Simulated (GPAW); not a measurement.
A self-consistent single point of LiI (Fm-3m, 2 atoms in the cell) with GPAW

Method of the run: PBE, GPAW PAW datasets PBE (gpaw-data 1.0.1) (plane waves; GPAW).

Input:

```python
from ase import Atoms
from ase.units import GPa
from gpaw import GPAW

atoms = Atoms(['Li', 'I'],
              cell=[[0.000000, 2.981489, 2.981489],
                    [2.981489, 0.000000, 2.981489],
                    [2.981489, 2.981489, 0.000000]],
              scaled_positions=[[0.000000, 0.000000, 0.000000],
                                [0.500000, 0.500000, 0.500000]],
              pbc=True)

calc = GPAW(mode={'name': 'pw', 'ecut': 600},
            xc='PBE',
            kpts=(10, 10, 10),
            occupations={'name': 'methfessel-paxton', 'width': 0.05, 'order': 0},
            nbands=-4,
            convergence={'density': 1e-05, 'bands': -2},
            symmetry={'symmorphic': False, 'tolerance': 0.0005},
            maxiter=150)

atoms.calc = calc

energy = atoms.get_potential_energy()
print('Energy (eV):', round(energy, 6))
forces = atoms.get_forces()
print('Forces (eV/Ang):')
print(forces.round(5))
stress = atoms.get_stress()
print('Stress (GPa, Voigt):', (stress / GPa).round(4))
```

The program printed (abridged):

```
Input parameters:
  convergence: {bands: -2,
                density: 1e-05}
  kpts: [10 10 10]
  maxiter: 150
  mode: {ecut: 600,
         name: pw}
  nbands: -4
  occupations: {name: methfessel-paxton,
                order: 0,
                width: 0.05}
  symmetry: {symmorphic: False,
             tolerance: 0.0005}
  xc: PBE

species:
  Li:
    name: Lithium
    Z: 3.0
    valence: 1
    core: 2
    charge: 0.0
    file: Li.PBE.gz

    # Using partial waves for Li as LCAO basis

  I:
    name: Iodine
    Z: 53.0
    valence: 7
    core: 46
    charge: 0.0
    file: I.PBE.gz

    # Using partial waves for I as LCAO basis

Reference energy: -193743.583487  # eV

Spin-paired calculation

Convergence criteria:
 Maximum [total energy] change in last 3 cyles: 0.0005 eV / valence electron
 Maximum integral of absolute [dens]ity change: 1e-05 electrons / valence electron
 Maximum integral of absolute [eigenst]ate change: 4e-08 eV^2 / valence electron
 Maximum number of scf [iter]ations: 150

Symmetries present (total): 48
Symmetries with fractional translations: 0

  ( 1  0  0) + (   0)  ( 1  0  0) + (   0)  ( 1  0  0) + (   0)
  ( 1  0 -1) + (   0)  ( 1 -1  0) + (   0)  ( 0  1  0) + (   0)
  ( 1 -1  0) + (   0)  ( 1  0 -1) + (   0)  ( 0  0  1) + (   0)

  ( 1  0  0) + (   0)  ( 1  0 -1) + (   0)  ( 1  0 -1) + (   0)
  ( 0  0  1) + (   0)  ( 1  0  0) + (   0)  ( 1 -1  0) + (   0)
  ( 0  1  0) + (   0)  ( 1 -1  0) + (   0)  ( 1  0  0) + (   0)

  ( 1  0 -1) + (   0)  ( 1  0 -1) + (   0)  ( 1 -1  0) + (   0)
  ( 0  1 -1) + (   0)  ( 0  0 -1) + (   0)  ( 1  0  0) + (   0)
  ( 0  0 -1) + (   0)  ( 0  1 -1) + (   0)  ( 1  0 -1) + (   0)

  ( 1 -1  0) + (   0)  ( 1 -1  0) + (   0)  ( 1 -1  0) + (   0)
  ( 1  0 -1) + (   0)  ( 0 -1  1) + (   0)  ( 0 -1  0) + (   0)
  ( 1  0  0) + (   0)  ( 0 -1  0) + (   0)  ( 0 -1  1) + (   0)

  ( 0  1  0) + (   0)  ( 0  1  0) + (   0)  ( 0  1  0) + (   0)
  ( 1  0  0) + (   0)  ( 0  1 -1) + (   0)  ( 0  0  1) + (   0)
  ( 0  0  1) + (   0)  (-1  1  0) + (   0)  ( 1  0  0) + (   0)

  ( 0  1  0) + (   0)  ( 0  1 -1) + (   0)  ( 0  1 -1) + (   0)
  (-1  1  0) + (   0)  ( 1  0 -1) + (   0)  ( 0  1  0) + (   0)
  ( 0  1 -1) + (   0)  ( 0  0 -1) + (   0)  (-1  1  0) + (   0)

  ( 0  1 -1) + (   0)  ( 0  1 -1) + (   0)  ( 0  0  1) + (   0)
  ( 0  0 -1) + (   0)  (-1  1  0) + (   0)  ( 1  0  0) + (   0)
  ( 1  0 -1) + (   0)  ( 0  1  0) + (   0)  ( 0  1  0) + (   0)

  ( 0  0  1) + (   0)  ( 0  0  1) + (   0)  ( 0  0  1) + (   0)
  ( 0  1  0) + (   0)  ( 0 -1  1) + (   0)  (-1  0  1) + (   0)
  ( 1  0  0) + (   0)  (-1  0  1) + (   0)  ( 0 -1  1) + (   0)

  ( 0  0 -1) + (   0)  ( 0  0 -1) + (   0)  ( 0  0 -1) + (   0)
  ( 1  0 -1) + (   0)  ( 0  1 -1) + (   0)  ( 0 -1  0) + (   0)
  ( 0  1 -1) + (   0)  ( 1  0 -1) + (   0)  (-1  0  0) + (   0)

  ( 0  0 -1) + (   0)  ( 0 -1  1) + (   0)  ( 0 -1  1) + (   0)
  (-1  0  0) + (   0)  ( 1 -1  0) + (   0)  ( 0  0  1) + (   0)
  ( 0 -1  0) + (   0)  ( 0 -1  0) + (   0)  (-1  0  1) + (   0)

  ( 0 -1  1) + (   0)  ( 0 -1  1) + (   0)  ( 0 -1  0) + (   0)
  ( 0 -1  0) + (   0)  (-1  0  1) + (   0)  ( 1 -1  0) + (   0)
  ( 1 -1  0) + (   0)  ( 0  0  1) + (   0)  ( 0 -1  1) + (   0)

  ( 0 -1  0) + (   0)  ( 0 -1  0) + (   0)  ( 0 -1  0) + (   0)
  ( 0  0 -1) + (   0)  ( 0 -1  1) + (   0)  (-1  0  0) + (   0)
  (-1  0  0) + (   0)  ( 1 -1  0) + (   0)  ( 0  0 -1) + (   0)

  (-1  1  0) + (   0)  (-1  1  0) + (   0)  (-1  1  0) + (   0)
  ( 0  1  0) + (   0)  ( 0  1 -1) + (   0)  (-1  0  1) + (   0)
  ( 0  1 -1) + (   0)  ( 0  1  0) + (   0)  (-1  0  0) + (   0)

  (-1  1  0) + (   0)  (-1  0  1) + (   0)  (-1  0  1) + (   0)
  (-1  0  0) + (   0)  ( 0  0  1) + (   0)  ( 0 -1  1) + (   0)
  (-1  0  1) + (   0)  ( 0 -1  1) + (   0)  ( 0  0  1) + (   0)

  (-1  0  1) + (   0)  (-1  0  1) + (   0)  (-1  0  0) + (   0)
  (-1  1  0) + (   0)  (-1  0  0) + (   0)  ( 0  0 -1) + (   0)
  (-1  0  0) + (   0)  (-1  1  0) + (   0)  ( 0 -1  0) + (   0)

  (-1  0  0) + (   0)  (-1  0  0) + (   0)  (-1  0  0) + (   0)
  ( 0 -1  0) + (   0)  (-1  1  0) + (   0)  (-1  0  1) + (   0)
  ( 0  0 -1) + (   0)  (-1  0  1) + (   0)  (-1  1  0) + (   0)
Note: your k-points are not as symmetric as your crystal!
1000 k-points: 10 x 10 x 10 Monkhorst-Pack grid
110 k-points in the irreducible part of the Brillouin zone
       k-points in crystal coordinates                weights
   0:     0.05000000    0.05000000   -0.05000000          6/1000
   1:     0.05000000    0.05000000    0.05000000          2/1000
   2:     0.15000000   -0.05000000   -0.05000000          6/1000
   [... 7 lines left out ...]
          ...
 109:     0.45000000    0.45000000    0.45000000          2/1000

Wave functions: Plane wave expansion
  Cutoff energy: 600.000 eV
  Number of coefficients (min, max): 1750, 1807
  Pulay-stress correction: 0.000000 eV/Ang^3 (de/decut=0.000000)

Occupation numbers: Methfessel-Paxton:
  width: 0.0500  # eV
  order: 0

Eigensolver

Densities:
  Coarse grid: 24*24*24 grid
  Fine grid: 48*48*48 grid
  Total Charge: 0.000000

Density mixing:
  Method: separate
  Backend: pulay
  Linear mixing parameter: 0.05
  old densities: 5
  Damping of long wavelength oscillations: 50

Hamiltonian:
  XC and Coulomb potentials evaluated on a 48*48*48 grid
  External potential:
    NoExternalPotential

XC parameters: PBE with 2 nearest neighbor stencil

Number of atoms: 2
Number of atomic orbitals: 8
Number of bands in calculation: 8
Number of valence electrons: 8
Bands to converge: 6

Density initialized from atomic densities
  8 bands from LCAO basis set

Atomic positions and initial magnetic moments

Positions:
   0 Li     0.000000    0.000000    0.000000    ( 0.0000,  0.0000,  0.0000)
   1 I      2.981489    2.981489    2.981489    ( 0.0000,  0.0000,  0.0000)

Unit cell:
           periodic     x           y           z      points  spacing
  1. axis:    yes    0.000000    2.981489    2.981489    24     0.1434
  2. axis:    yes    2.981489    0.000000    2.981489    24     0.1434
  3. axis:    yes    2.981489    2.981489    0.000000    24     0.1434

  Lengths:   4.216462   4.216462   4.216462
  Angles:   60.000000  60.000000  60.000000

Effective grid spacing dv^(1/3) = 0.1565

     iter     time        total  log10-change:
                         energy   eigst   dens
iter:   1 --:--:--    -5.786775   +0.13
iter:   2 --:--:--    -5.788657   -0.40  -1.38
iter:   3 --:--:--    -5.801601   -0.92  -1.40
iter:   4 --:--:--    -5.801626   -1.85  -2.21
iter:   5 --:--:--    -5.801609c  -2.39  -2.94
iter:   6 --:--:--    -5.801500c  -2.76  -2.86
iter:   7 --:--:--    -5.801485c  -2.70  -3.22
iter:   8 --:--:--    -5.801485c  -3.10  -3.59
iter:   9 --:--:--    -5.801485c  -3.41  -3.80
iter:  10 --:--:--    -5.801485c  -3.65  -4.29
iter:  11 --:--:--    -5.801485c  -4.01  -4.31
iter:  12 --:--:--    -5.801485c  -4.42  -4.53
iter:  13 --:--:--    -5.801485c  -4.70  -4.94
iter:  14 --:--:--    -5.801485c  -5.12  -5.24c
iter:  15 --:--:--    -5.801485c  -4.84  -5.36c
iter:  16 --:--:--    -5.801485c  -5.47  -5.67c
iter:  17 --:--:--    -5.801485c  -5.68  -5.74c
iter:  18 --:--:--    -5.801485c  -6.21  -5.78c
iter:  19 --:--:--    -5.801485c  -6.13  -5.82c
iter:  20 --:--:--    -5.801485c  -6.23  -5.84c
iter:  21 --:--:--    -5.801485c  -6.91  -6.16c
iter:  22 --:--:--    -5.801485c  -7.44c -6.19c

Converged after 22 iterations.

Dipole moment: (-0.000000, -0.000000, -0.000000) |e|*Ang

Energy contributions relative to reference atoms: (reference = -193743.583487)

Kinetic:         +9.291245
Potential:       -9.311887
External:        +0.000000
XC:              -5.764024
Entropy (-ST):   +0.000000
Local:           -0.016819
SIC:             +0.000000
--------------------------
Free energy:     -5.801485
Extrapolated:    -5.801485

Showing only first 2 kpts
 Kpt  Band  Eigenvalues  Occupancy
  0     2      2.05001    2.00000
  0     3      2.08870    2.00000
  0     4      6.86588    0.00000
  0     5     10.05123    0.00000

  1     2      2.12464    2.00000
  1     3      2.12464    2.00000
  1     4      6.61191    0.00000
  1     5     10.33523    0.00000

Fermi level: 4.25398

Gap: 4.415 eV
Transition (v -> c):
  (s=0, k=5, n=3, [0.15, 0.05, 0.05]) -> (s=0, k=104, n=4, [0.45, 0.45, -0.05])
Direct/indirect transitions are different
Direct gap: 4.487 eV
Transition at: (s=0, k=1, n=3, [0.05, 0.05, 0.05])
Energy (eV): -5.801485

Forces in eV/Ang:
  0 Li   -0.00000    0.00000    0.00000
  1 I     0.00000    0.00000    0.00000

Stress tensor:
    -0.003912    -0.000000     0.000000
    -0.000000    -0.003912     0.000000
     0.000000     0.000000    -0.003912
Stress (GPa, Voigt): [-0.6268 -0.6268 -0.6268  0.      0.     -0.    ]
```

The run converged in 22 iterations. GPAW prints stress with tension positive.

The starting cell comes from a database of computed structures (which also holds hypothetical and non-ambient phases and stackings), without a prior relaxation at this level. Its lattice was rescaled by a random factor within 2.5 % of one. Spin-orbit coupling is off. Another mesh or the band path of this cell gives a smaller gap, so this value is not converged in the mesh.
